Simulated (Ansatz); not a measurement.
A (100) slab of SnO2 (P4_2/mnm (No. 136)), 18 planes, outer planes O (top) and O (bottom), with 18 atoms (Sn6O12) in a surface cell of A = 15.318 Å², as cut from the bulk:

```yaml
crystal:
  lattice:
    - [3.21207, 0.00000, 0.00000]
    - [0.00000, 4.76897, 0.00000]
    - [0.00000, 0.00000, 28.77015]
  atoms:
    - { symbol: O, position: [0.00000, 0.30628, 0.26069] }
    - { symbol: Sn, position: [0.50000, 0.50000, 0.29280] }
    - { symbol: O, position: [0.00000, 0.69372, 0.32491] }
    - { symbol: O, position: [0.50000, 0.19372, 0.34357] }
    - { symbol: Sn, position: [0.00000, 0.00000, 0.37568] }
    - { symbol: O, position: [0.50000, 0.80628, 0.40779] }
    - { symbol: O, position: [0.00000, 0.30628, 0.42645] }
    - { symbol: Sn, position: [0.50000, 0.50000, 0.45856] }
    - { symbol: O, position: [0.00000, 0.69372, 0.49067] }
    - { symbol: O, position: [0.50000, 0.19372, 0.50933] }
    - { symbol: Sn, position: [0.00000, 0.00000, 0.54144] }
    - { symbol: O, position: [0.50000, 0.80628, 0.57355] }
    - { symbol: O, position: [0.00000, 0.30628, 0.59221] }
    - { symbol: Sn, position: [0.50000, 0.50000, 0.62432] }
    - { symbol: O, position: [0.00000, 0.69372, 0.65643] }
    - { symbol: O, position: [0.50000, 0.19372, 0.67509] }
    - { symbol: Sn, position: [0.00000, 0.00000, 0.70720] }
    - { symbol: O, position: [0.50000, 0.80628, 0.73931] }
```

Method: DFT PBEsol, scalar-relativistic, plane waves, PAW (Ansatz 0.2.0). Cutoff 420 eV; k points 8×6×1 on the computed 18-atom cell (Γ-centred); Gaussian smearing, width 0.05 eV; no spin polarisation. The cell repeats along c with a dipole correction in the vacuum.

Against the same 18 atoms in the bulk, the slab as cut lies 2.998 eV higher and the relaxed slab 2.443 eV higher.

Q: Work out the surface energy before and after relaxation.

A: The slab has two faces, so γ = (E_slab − N·E_bulk)/(2A), the mean of both. As cut: 2.998/(2 × 15.318) = 0.0979 eV/Å², and 1 eV/Å² = 16.02 J/m², so γ = 1.57 J/m². Relaxed: 2.443/(2 × 15.318) = 0.0797 eV/Å² = 1.28 J/m². Relaxation recovers 19 % of the cost of cutting.

Q: What is the ideal work of this cut, per area?

A: Griffith's ideal work is 2γ: 3.14 J/m² if the new faces stay rigid, 2.55 J/m² if they relax. Other cuts parallel to this plane can cost less. One thickness was run, 18 planes, so γ can still shift with it.